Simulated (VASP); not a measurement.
Wanted: the native input for a VASP 6.6.1 run.

| Item | Value |
| --- | --- |
| Task | single point |
| Functional | LDA |
| Potentials or basis | VASP PAW LDA potentials, release 54 (Li_sv) |
| Cutoff | 520 eV |
| k mesh | 11 × 11 × 11 |
| Occupations | gaussian, width 0.05 eV |
| Spin | no spin polarisation |
| Further INCAR settings | ALGO = Fast; EDIFF = 1e-06; NBANDS = 8 |

The structure of Li lies in POSCAR:

```
Li
1.0
   -1.7546500000      1.7546500000      1.7546500000
    1.7546500000     -1.7546500000      1.7546500000
    1.7546500000      1.7546500000     -1.7546500000
Li
1
Direct
    0.0000000000      0.0000000000      0.0000000000
```

The input as run:

INCAR

```
SYSTEM = Li
PREC = Accurate ; ENCUT = 520
EDIFF = 1E-6 ; ISMEAR = 0
SIGMA = 0.05 ; LREAL = .FALSE.
LASPH = .TRUE. ; NELM = 60
ALGO = Fast ; ISIF = 2
LWAVE = .FALSE. ; LCHARG = .FALSE.
GGA = CA ; NBANDS = 8
```

KPOINTS

```
regular mesh
0
G
  11 11 11
  0 0 0
```

Potentials or basis: VASP PAW LDA potentials, release 54 (Li_sv).

Command:

```sh
$ cat potpaw_LDA.54/Li_sv/POTCAR > POTCAR
$ mpirun -np 1 vasp_std > vasp.out
```

Results of the run:

- Band gap on the k mesh: none (metal or under the smearing width)

Run time: 4.6 s on 1 thread of Intel(R) Xeon(R) Platinum 8488C (Sapphire Rapids), with other jobs on the host, peak memory 0.11 GiB.
